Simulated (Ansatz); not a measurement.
Wanted: the native input for an Ansatz 0.2.0 run.

```yaml
Task: band structure
Functional: LDA
Potentials_or_basis: Ansatz PAW
Cutoff: "420 eV (not typed: the program's choice for these potentials)"
k_mesh: 6 × 6 × 6
Occupations: fermi-dirac, width 0.05 eV
Spin: no spin polarisation
Path: "[[\"G\", \"H\", \"N\", \"G\", \"P\", \"H\"], [\"P\", \"N\"]]"
Points_for_each_segment_of_the_path: 10
```

The system is Si.

```
CELL_PARAMETERS angstrom
-3.32782 3.32782 3.32782
3.32782 -3.32782 3.32782
3.32782 3.32782 -3.32782
ATOMIC_POSITIONS crystal
Si 0.70311 0.70311 0.70311
Si 0.50000 0.00000 0.79689
Si 0.00000 0.79689 0.50000
Si 0.79689 0.50000 0.00000
Si 0.29689 0.29689 0.29689
Si 0.50000 0.00000 0.20311
Si 0.00000 0.20311 0.50000
Si 0.20311 0.50000 0.00000
```

This isn't the form of Si at room conditions, which is diamond.

One way to write it, as run:

input.yaml

```yaml
crystal:
  lattice:
    - [-3.327825, 3.327825, 3.327825]
    - [3.327825, -3.327825, 3.327825]
    - [3.327825, 3.327825, -3.327825]
  atoms:
    - { symbol: Si, position: [0.703114, 0.703114, 0.703114] }
    - { symbol: Si, position: [0.5, 0.0, 0.796886] }
    - { symbol: Si, position: [0.0, 0.796886, 0.5] }
    - { symbol: Si, position: [0.796886, 0.5, 0.0] }
    - { symbol: Si, position: [0.296886, 0.296886, 0.296886] }
    - { symbol: Si, position: [0.5, 0.0, 0.203114] }
    - { symbol: Si, position: [0.0, 0.203114, 0.5] }
    - { symbol: Si, position: [0.203114, 0.5, 0.0] }
hamiltonian:
  xc: lda
  pseudopotentials: { kind: paw }
kpoints:
  mp_grid: { grid: [6, 6, 6] }
  band_path:
    path:
      - [[0.0, 0.0, 0.0], [0.5, -0.5, 0.5], [0.0, 0.0, 0.5], [0.0, 0.0, 0.0], [0.25, 0.25, 0.25], [0.5, -0.5, 0.5]]
      - [[0.25, 0.25, 0.25], [0.0, 0.0, 0.5]]
    npoints: 10
scf:
  occupations: { method: fermi_dirac, width: 0.05 }
  n_extra_bands: 20
output:
  forces: true
  stress: true
  eigenvalues: true
  fatbands: true
  write_density: true
  write_potential: true
  elf: true
  volumetric_format: npy
```

Potentials or basis: Ansatz PAW.

Command:

```bash
$ ansatz run input.yaml --threads 4 --pin off --max-ram 11264MiB --backend cpu --events-out ev --progress --plain --runs-dir out
```

It gave:

```yaml
Pressure: -3.6 GPa
Largest_force: 0.083 eV/Å
Band_gap_on_the_k_mesh: none (metal or under the smearing width)
```

Caveat: the PAW data sets come from PBE, with cores solved anew for the run's functional, which leaves a small shift of forces and pressure.

It took 10 s on 4 threads of Intel(R) Xeon(R) Processor @ 2.50GHz (Skylake/Cascade Lake) (shared host), peak memory 0.51 GiB.
